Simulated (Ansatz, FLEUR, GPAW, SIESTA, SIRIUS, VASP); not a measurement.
# KI: programs and potentials compared

```
I K
1.0
     0.00000    3.53277    3.53277
     3.53277    0.00000    3.53277
     3.53277    3.53277    0.00000
I K
1 1
Direct
  0.50000 0.50000 0.50000
  0.00000 0.00000 0.00000
```

Alike in all runs: task equation of state; functional PBEsol; k mesh 7 × 7 × 7; occupations fermi-dirac, width 0.05 eV; no spin polarisation; no spin-orbit coupling.

```json
{"program and potentials": "Ansatz, Ansatz PAW", "plane-wave cutoff (eV)": "420", "notes": "potentials made for PBE, which Ansatz adapts in part", "equilibrium volume (Å³/atom)": "43.00", "bulk modulus (GPa)": "12.2"}
{"program and potentials": "Ansatz, all-electron LAPW, scalar-relativistic", "plane-wave cutoff (eV)": "-", "notes": "-", "equilibrium volume (Å³/atom)": "43.01", "bulk modulus (GPa)": "12.2"}
{"program and potentials": "VASP, PBE PAW files I, K_sv, 520 eV", "plane-wave cutoff (eV)": "520", "notes": "potentials made for PBE", "equilibrium volume (Å³/atom)": "43.18", "bulk modulus (GPa)": "12.1"}
{"program and potentials": "FLEUR, all-electron, FLAPW", "plane-wave cutoff (eV)": "-", "notes": "-", "equilibrium volume (Å³/atom)": "43.01", "bulk modulus (GPa)": "12.2"}
{"program and potentials": "GPAW, PAW data sets generated for this functional", "plane-wave cutoff (eV)": "600", "notes": "-", "equilibrium volume (Å³/atom)": "42.97", "bulk modulus (GPa)": "12.2"}
{"program and potentials": "SIESTA, files PseudoDojo sr-pbesol-0.4.1-standard, DZP (energy shift 0.003 Ry; two zetas on semicore shells; d shell added on K)", "plane-wave cutoff (eV)": "-", "notes": "atomic basis", "equilibrium volume (Å³/atom)": "43.19", "bulk modulus (GPa)": "12.7"}
{"program and potentials": "SIRIUS, PseudoDojo 0.4.1 PBEsol standard (scalar relativistic)", "plane-wave cutoff (eV)": "1030", "notes": "-", "equilibrium volume (Å³/atom)": "42.99", "bulk modulus (GPa)": "12.2"}
```

The equilibrium volume spans 42.97 (GPAW, PAW data sets generated for this functional) to 43.19 Å³/atom (SIESTA, files PseudoDojo sr-pbesol-0.4.1-standard, DZP (energy shift 0.003 Ry; two zetas on semicore shells; d shell added on K)), with all-electron results at 43.01. The bulk modulus spans 12.1 (VASP, PBE PAW files I, K_sv, 520 eV) to 12.7 GPa (SIESTA, files PseudoDojo sr-pbesol-0.4.1-standard, DZP (energy shift 0.003 Ry; two zetas on semicore shells; d shell added on K)), with all-electron results at 12.2. Rows in atomic bases carry the error of their basis and grid, which can be large.

The functional is the same throughout but for its coding, so the spread measures potentials, basis and numerics; runs on potential files found faulty are left out.
